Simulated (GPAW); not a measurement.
**PtSe2 (Sudovikovite): single point with PBE**

PtSe2 (Sudovikovite):

```xyz
3
Lattice="3.7240 0.0000 0.0000 -1.8620 3.2251 0.0000 0.0000 0.0000 5.0620" Properties=species:S:1:pos:R:3 pbc="T T T"
Pt    0.0000    0.0000    0.0000
Se    1.8620    1.0750    3.7965
Se    0.0000    2.1501    1.2655
```

```json
{"Program": "GPAW 26.7.0", "Task": "single point", "Functional": "PBE", "Potentials or basis": "GPAW PAW data sets (gpaw-data 1.2.1)", "Cutoff": "600 eV", "Basis": "pw", "k mesh": "8 × 8 × 5", "Occupations": "fermi-dirac, width 0.05 eV", "Spin": "no spin polarisation"}
```

* Pressure: 7.4 GPa
* Largest force: 0.625 eV/Å
* Band gap on the k mesh: none (metal or under the smearing width)

Forces on the atoms (eV/Å):
```
Pt   0.000  0.000  0.000
Se   0.000  0.000 -0.625
Se   0.000  0.000  0.625
```

Stress tensor (GPa, compression positive):
```
8.01 0.00 0.00
0.00 8.01 0.00
0.00 0.00 6.12
```

Levels at points of the mesh, in eV from the Fermi level:
```
           k point  band 10  band 11  band 12  band 13  band 14  band 15  band 16  band 17  band 18  band 19
(0.00, 0.00, 0.00)    -4.09    -2.63    -1.10    -1.10     0.36     1.41     1.41     3.58     4.21     7.28
(0.50, 0.50, 0.00)    -3.75    -3.58    -3.58    -3.49    -3.01     0.62     2.30     4.77     5.82     7.08
```

Wall time 48 s on 1 thread of Arm Neoverse V1, with other jobs on the host, peak memory 0.2 GiB.

The run has no spin-orbit coupling, so splittings on Pt are missing.
